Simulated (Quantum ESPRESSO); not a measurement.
# CoO (Fm-3m) in Quantum ESPRESSO: phonons with PBE

Aim: the phonons of CoO with PBE.

Everything below comes from runs of Quantum ESPRESSO 7.5. Logs are shortened: lines on timing, memory, paths and dates and some standing lists are left out, and cuts for length are marked.

## Step 1: Starting point

The structure is cubic, space group Fm-3m (No. 225). Conventional cell: a = 4.263 Å, b = 4.263 Å, c = 4.263 Å, α = 90.00°, β = 90.00°, γ = 90.00°. Co (site symmetry m-3m) has 6 O at 2.13 Å as nearest neighbours. O (site symmetry m-3m) has 6 Co at 2.13 Å as nearest neighbours.

## Step 2: Phonons, PBE, collinear spin, ferromagnetic start

File pw.in:

```
&CONTROL
  calculation = 'scf'
  prefix = 'pwscf'
  outdir = './tmp'
  pseudo_dir = './pseudo'
  tprnfor = .true.
  tstress = .true.
  disk_io = 'low'
/
&SYSTEM
  ibrav = 0
  nat = 2
  ntyp = 2
  ecutwfc = 36
  ecutrho = 216
  nbnd = 21
  occupations = 'smearing'
  smearing = 'fd'
  degauss = 0.00367493
  nspin = 2
  starting_magnetization(1) = 0.1176
  starting_magnetization(2) = 0
/
&ELECTRONS
  conv_thr = 4d-10
  electron_maxstep = 120
  mixing_beta = 0.3
/
ATOMIC_SPECIES
Co    58.9332 Co.GGA_PBE-JTH.UPF
O     15.9990 O.GGA_PBE-JTH.UPF
CELL_PARAMETERS angstrom
   0.0000000000    2.1315000000    2.1315000000
   2.1315000000    0.0000000000    2.1315000000
   2.1315000000    2.1315000000    0.0000000000
ATOMIC_POSITIONS crystal
Co     0.0000000000    0.0000000000    0.0000000000
O      0.5000000000    0.5000000000    0.5000000000
K_POINTS automatic
10 10 10 1 1 1
```

File relax.in:

```
&CONTROL
  calculation = 'vc-relax'
  prefix = 'pwscf'
  outdir = './tmp'
  pseudo_dir = './pseudo'
  tprnfor = .true.
  tstress = .true.
  disk_io = 'low'
  nstep = 40
  forc_conv_thr = 0.0001
  etot_conv_thr = 1d-06
/
&SYSTEM
  ibrav = 0
  nat = 2
  ntyp = 2
  ecutwfc = 36
  ecutrho = 216
  nbnd = 21
  occupations = 'smearing'
  smearing = 'fd'
  degauss = 0.00367493
  nspin = 2
  starting_magnetization(1) = 0.1176
  starting_magnetization(2) = 0
/
&ELECTRONS
  conv_thr = 4d-10
  electron_maxstep = 120
  mixing_beta = 0.3
/
&IONS
  ion_dynamics = 'bfgs'
/
&CELL
  cell_dynamics = 'bfgs'
  press = 0
  press_conv_thr = 0.2
/
ATOMIC_SPECIES
Co    58.9332 Co.GGA_PBE-JTH.UPF
O     15.9990 O.GGA_PBE-JTH.UPF
CELL_PARAMETERS angstrom
   0.0000000000    2.1315000000    2.1315000000
   2.1315000000    0.0000000000    2.1315000000
   2.1315000000    2.1315000000    0.0000000000
ATOMIC_POSITIONS crystal
Co     0.0000000000    0.0000000000    0.0000000000
O      0.5000000000    0.5000000000    0.5000000000
K_POINTS automatic
10 10 10 1 1 1
```

File scf2.in:

```
&CONTROL
  calculation = 'scf'
  prefix = 'pwscf'
  outdir = './tmp'
  pseudo_dir = './pseudo'
  tprnfor = .true.
  tstress = .true.
  disk_io = 'low'
/
&SYSTEM
  ibrav = 0
  nat = 2
  ntyp = 2
  ecutwfc = 36
  ecutrho = 216
  nbnd = 21
  occupations = 'smearing'
  smearing = 'fd'
  degauss = 0.00367493
  nspin = 2
  starting_magnetization(1) = 0.1176
  starting_magnetization(2) = 0
/
&ELECTRONS
  conv_thr = 1d-13
  electron_maxstep = 120
  mixing_beta = 0.3
  startingpot = 'file'
  startingwfc = 'file'
/
ATOMIC_SPECIES
Co    58.9332 Co.GGA_PBE-JTH.UPF
O     15.9990 O.GGA_PBE-JTH.UPF
CELL_PARAMETERS angstrom
   0.0000000000    2.1012259958    2.1012259958
   2.1012259958    0.0000000000    2.1012259958
   2.1012259958    2.1012259958    0.0000000000
ATOMIC_POSITIONS crystal
Co     0.0000000000    0.0000000000    0.0000000000
O      0.5000000000    0.5000000000    0.5000000000
K_POINTS automatic
10 10 10 1 1 1
```

File ph.in:

```
phonons of CoO
&INPUTPH
  prefix = 'pwscf'
  outdir = './tmp'
  tr2_ph = 1d-16
  fildyn = 'dyn'
  niter_ph = 60
  alpha_mix(1) = 0.4
/
0.0000000000 0.0000000000 0.0000000000
```

File dynmat.in:

```
&INPUT
  fildyn = 'dyn'
  asr = 'crystal'
  filout = 'dynmat.disp'
  fileig = 'dynmat.eig'
/
```

Potentials or basis: JTH 2.0 PBE.

On the command line:

```sh
$ OMP_NUM_THREADS=1 pw.x -in pw.in > pw.out
$ OMP_NUM_THREADS=1 pw.x -in relax.in > relax.out
$ OMP_NUM_THREADS=1 pw.x -in scf2.in > scf2.out
$ OMP_NUM_THREADS=1 ph.x -in ph.in > ph.out
$ OMP_NUM_THREADS=1 dynmat.x -in dynmat.in > dynmat.out
```

pw.out:

```text
This program is part of the open-source Quantum ESPRESSO suite
     for quantum simulation of materials; please cite
         "P. Giannozzi et al., J. Phys.:Condens. Matter 21 395502 (2009);
         "P. Giannozzi et al., J. Phys.:Condens. Matter 29 465901 (2017);
         "P. Giannozzi et al., J. Chem. Phys. 152 154105 (2020);
     in publications or presentations arising from this work. More details at

     file Co.GGA_PBE-JTH.UPF: wavefunction(s)  3P 0P 3D 0D renormalized
     file O.GGA_PBE-JTH.UPF: wavefunction(s)  0S 2P 0P renormalized
     Message from routine setup:
     using ibrav=0 with symmetry is DISCOURAGED, use correct ibrav instead

     G-vector sticks info
     --------------------
     sticks:   dense  smooth     PW     G-vecs:    dense   smooth      PW
     Sum         499     313    121                 6975     3839     869

     Using Slab Decomposition

     bravais-lattice index     =            0
     lattice parameter (alat)  =       5.6964  a.u.
     unit-cell volume          =     130.7021 (a.u.)^3
     number of atoms/cell      =            2
     number of atomic types    =            2
     number of electrons       =        23.00
     number of Kohn-Sham states=           21
     kinetic-energy cutoff     =      36.0000  Ry
     charge density cutoff     =     216.0000  Ry
     scf convergence threshold =      4.0E-10
     mixing beta               =       0.3000
     number of iterations used =            8  plain     mixing
     Exchange-correlation= SLA PW PBX PBC
                           (   1   4   3   4   0   0   0)

     celldm(1)=   5.696383  celldm(2)=   0.000000  celldm(3)=   0.000000
     celldm(4)=   0.000000  celldm(5)=   0.000000  celldm(6)=   0.000000

     crystal axes: (cart. coord. in units of alat)
               a(1) = (   0.000000   0.707107   0.707107 )
               a(2) = (   0.707107   0.000000   0.707107 )
               a(3) = (   0.707107   0.707107   0.000000 )

     reciprocal axes: (cart. coord. in units 2 pi/alat)
               b(1) = ( -0.707107  0.707107  0.707107 )
               b(2) = (  0.707107 -0.707107  0.707107 )
               b(3) = (  0.707107  0.707107 -0.707107 )

     PseudoPot. # 1 for Co read from file:
     Co.GGA_PBE-JTH.UPF
     Pseudo is Projector augmented-wave + core cor, Zval = 17.0
     Generated using ATOMPAW code
     Shape of augmentation charge: SINC**2
     Using radial grid of 1041 points,  6 beta functions with:
                l(1) =   0
                l(2) =   0
                l(3) =   1
                l(4) =   1
                l(5) =   2
                l(6) =   2
     Q(r) pseudized with 0 coefficients

     PseudoPot. # 2 for O  read from file:
     O.GGA_PBE-JTH.UPF
     Pseudo is Projector augmented-wave + core cor, Zval =  6.0
     Generated using ATOMPAW code
     Shape of augmentation charge: SINC**2
     Using radial grid of  943 points,  4 beta functions with:
                l(1) =   0
                l(2) =   0
                l(3) =   1
                l(4) =   1
     Q(r) pseudized with 0 coefficients

     atomic species   valence    mass     pseudopotential
     Co               17.00    58.93320     Co( 1.00)
     O                 6.00    15.99900     O ( 1.00)

     Starting magnetic structure
     atomic species   magnetization
     Co              0.118
     O               0.000

     48 Sym. Ops., with inversion, found

   Cartesian axes

     site n.     atom                  positions (alat units)
         1        Co     tau(   1) = (   0.0000000   0.0000000   0.0000000  )
         2        O      tau(   2) = (   0.7071068   0.7071068   0.7071068  )

     number of k points=   110  Fermi-Dirac smearing, width (Ry)=  0.0037

     Number of k-points >= 100: set verbosity='high' to print them.

     Dense  grid:     6975 G-vectors     FFT dimensions: (  27,  27,  27)

     Smooth grid:     3839 G-vectors     FFT dimensions: (  24,  24,  24)

     Generating pointlists ...
     new r_m :   0.2917 (alat units)  1.6615 (a.u.) for type    1
     new r_m :   0.2917 (alat units)  1.6615 (a.u.) for type    2

     Initial potential from superposition of free atoms

     starting charge      22.9995, renormalised to      23.0000
     Starting wfcs are   26 randomized atomic wfcs

     Self-consistent Calculation

     iteration #  1     ecut=    36.00 Ry     beta= 0.30
     Davidson diagonalization with overlap
     ethr =  1.00E-02,  avg # of iterations =  4.9

     total energy              =    -418.01711801 Ry
     estimated scf accuracy    <       1.04768893 Ry

     total magnetization       =     3.08 Bohr mag/cell
     absolute magnetization    =     3.08 Bohr mag/cell

     iteration #  2     ecut=    36.00 Ry     beta= 0.30
     Davidson diagonalization with overlap
     ethr =  4.56E-03,  avg # of iterations =  1.6

     total energy              =    -418.19457891 Ry
     estimated scf accuracy    <       0.53859460 Ry

     total magnetization       =     1.65 Bohr mag/cell
     absolute magnetization    =     1.65 Bohr mag/cell

     iteration #  3     ecut=    36.00 Ry     beta= 0.30
     Davidson diagonalization with overlap
     ethr =  2.34E-03,  avg # of iterations =  1.1

     total energy              =    -418.31005750 Ry
     estimated scf accuracy    <       0.06920167 Ry

     total magnetization       =     2.77 Bohr mag/cell
     absolute magnetization    =     2.77 Bohr mag/cell

     iteration #  4     ecut=    36.00 Ry     beta= 0.30
     Davidson diagonalization with overlap
     ethr =  3.01E-04,  avg # of iterations =  1.5

     total energy              =    -418.31509437 Ry
     estimated scf accuracy    <       0.02470670 Ry

     total magnetization       =     2.70 Bohr mag/cell
     absolute magnetization    =     2.70 Bohr mag/cell

     iteration #  5     ecut=    36.00 Ry     beta= 0.30
     Davidson diagonalization with overlap
     ethr =  1.07E-04,  avg # of iterations =  1.5

     total energy              =    -418.31745927 Ry
     estimated scf accuracy    <       0.01210288 Ry

     total magnetization       =     2.82 Bohr mag/cell
     absolute magnetization    =     2.82 Bohr mag/cell

     iteration #  6     ecut=    36.00 Ry     beta= 0.30
     Davidson diagonalization with overlap
     ethr =  5.26E-05,  avg # of iterations =  1.2

     total energy              =    -418.31720929 Ry
     estimated scf accuracy    <       0.00799135 Ry

     total magnetization       =     2.87 Bohr mag/cell
     absolute magnetization    =     2.88 Bohr mag/cell

     iteration #  7     ecut=    36.00 Ry     beta= 0.30
     Davidson diagonalization with overlap
     ethr =  3.47E-05,  avg # of iterations =  1.3

     total energy              =    -418.31789250 Ry
     estimated scf accuracy    <       0.00120818 Ry

     total magnetization       =     2.88 Bohr mag/cell
     absolute magnetization    =     2.89 Bohr mag/cell

     iteration #  8     ecut=    36.00 Ry     beta= 0.30
     Davidson diagonalization with overlap
     ethr =  5.25E-06,  avg # of iterations =  2.5

     total energy              =    -418.31750651 Ry
     estimated scf accuracy    <       0.00215970 Ry

     total magnetization       =     2.92 Bohr mag/cell
     absolute magnetization    =     2.94 Bohr mag/cell

     iteration #  9     ecut=    36.00 Ry     beta= 0.30
     Davidson diagonalization with overlap
     ethr =  5.25E-06,  avg # of iterations =  1.7

     total energy              =    -418.31776780 Ry
     estimated scf accuracy    <       0.00002018 Ry

     total magnetization       =     2.93 Bohr mag/cell
     absolute magnetization    =     2.95 Bohr mag/cell

     iteration # 10     ecut=    36.00 Ry     beta= 0.30
     Davidson diagonalization with overlap
     ethr =  8.78E-08,  avg # of iterations =  2.8

     total energy              =    -418.31779029 Ry
     estimated scf accuracy    <       0.00007619 Ry

     total magnetization       =     2.93 Bohr mag/cell
     absolute magnetization    =     2.94 Bohr mag/cell

     iteration # 11     ecut=    36.00 Ry     beta= 0.30
     Davidson diagonalization with overlap
     ethr =  8.78E-08,  avg # of iterations =  1.0

     total energy              =    -418.31779227 Ry
     estimated scf accuracy    <       0.00002515 Ry

     total magnetization       =     2.93 Bohr mag/cell
     absolute magnetization    =     2.94 Bohr mag/cell

     iteration # 12     ecut=    36.00 Ry     beta= 0.30
     Davidson diagonalization with overlap
     ethr =  8.78E-08,  avg # of iterations =  1.4

     total energy              =    -418.31779549 Ry
     estimated scf accuracy    <       0.00000030 Ry

     total magnetization       =     2.93 Bohr mag/cell
     absolute magnetization    =     2.94 Bohr mag/cell

     iteration # 13     ecut=    36.00 Ry     beta= 0.30
     Davidson diagonalization with overlap
     ethr =  1.32E-09,  avg # of iterations =  2.5

     total energy              =    -418.31779565 Ry
     estimated scf accuracy    <       0.00000008 Ry

     total magnetization       =     2.93 Bohr mag/cell
     absolute magnetization    =     2.94 Bohr mag/cell

     iteration # 14     ecut=    36.00 Ry     beta= 0.30
     Davidson diagonalization with overlap
     ethr =  3.62E-10,  avg # of iterations =  1.4

     total energy              =    -418.31779568 Ry
     estimated scf accuracy    <       0.00000003 Ry

     total magnetization       =     2.93 Bohr mag/cell
     absolute magnetization    =     2.94 Bohr mag/cell

     iteration # 15     ecut=    36.00 Ry     beta= 0.30
     Davidson diagonalization with overlap
     ethr =  1.31E-10,  avg # of iterations =  2.0

     Magnetic moment per site  (integrated on atomic sphere of radius R)
     atom   1 (R=0.292)  charge= 14.6136  magn=  2.4938
     atom   2 (R=0.292)  charge=  5.7668  magn=  0.3189

     End of self-consistent calculation

     Number of k-points >= 100: set verbosity='high' to print the bands.

     the Fermi energy is    14.4756 ev

!    total energy              =    -418.31779571 Ry
     total all-electron energy =      -418.317796 Ry
     estimated scf accuracy    <          2.3E-10 Ry
     smearing contrib. (-TS)   =      -0.00252171 Ry
     internal energy E=F+TS    =    -418.31527399 Ry

     The total energy is F=E-TS. E is the sum of the following terms:
     one-electron contribution =    -170.51393838 Ry
     hartree contribution      =      84.82340291 Ry
     xc contribution           =     -34.99171063 Ry
     ewald contribution        =    -212.56286176 Ry
     one-center paw contrib.   =     -85.07016613 Ry

     total magnetization       =     2.93 Bohr mag/cell
     absolute magnetization    =     2.94 Bohr mag/cell

     convergence has been achieved in  15 iterations

     Forces acting on atoms (cartesian axes, Ry/au):

     atom    1 type  1   force =     0.00000000   -0.00000000   -0.00000000
     atom    2 type  2   force =     0.00000000   -0.00000000   -0.00000000

     Total force =     0.000000     Total SCF correction =     0.000000

     Computing stress (Cartesian axis) and pressure

          total   stress  (Ry/bohr**3)                   (kbar)     P=      -78.42
  -0.00053312  -0.00000000  -0.00000000          -78.42       -0.00       -0.00
  -0.00000000  -0.00053312  -0.00000000           -0.00      -78.42       -0.00
  -0.00000000  -0.00000000  -0.00053312           -0.00       -0.00      -78.42

=------------------------------------------------------------------------------=
   JOB DONE.
=------------------------------------------------------------------------------=
```

It took 12 min on 1 thread of Intel Xeon 6975P-C (Granite Rapids), shared host; peak memory 0.17 GiB.

What came out:

- Free energy: -5691.4920 eV
- Band gap on the k mesh: none (metal or under the smearing width)
- Net moment: 2.79 μB per cell
- Absolute moment: 2.80 μB per cell
- Site moments: Co +2.39; O +0.28 μB
- Valence electrons inside the program's atomic spheres: Co 14.61; O 5.77
- Highest phonon frequency at Γ: 217 cm⁻¹

Phonon frequencies in cm⁻¹ (negative: imaginary):
| q point | frequencies |
| --- | --- |
| (0.000, 0.000, 0.000) | 41 41 41 217 217 217 |

Optical modes at Γ, degenerate ones joined:
```
cm⁻¹  components  symmetry  active in
 221           3       T1u         IR
```

Caveat: the cutoff is too short for stress, so the log's stress isn't used; the cutoff is low for these files, which shifts pressure and relaxed volume; before the sum rule the acoustic modes lie tens of cm⁻¹ from zero, a sign that the density grid also shifts the optical modes; a cell with one magnetic atom can't hold antiferromagnetic order, which such compounds often take; semilocal functionals often make such compounds metallic where correlation or magnetic order opens a gap, which also shifts bond lengths. With open d or f shells a metallic result of PBE can be an artefact of self-interaction; +U or a hybrid may open a gap.
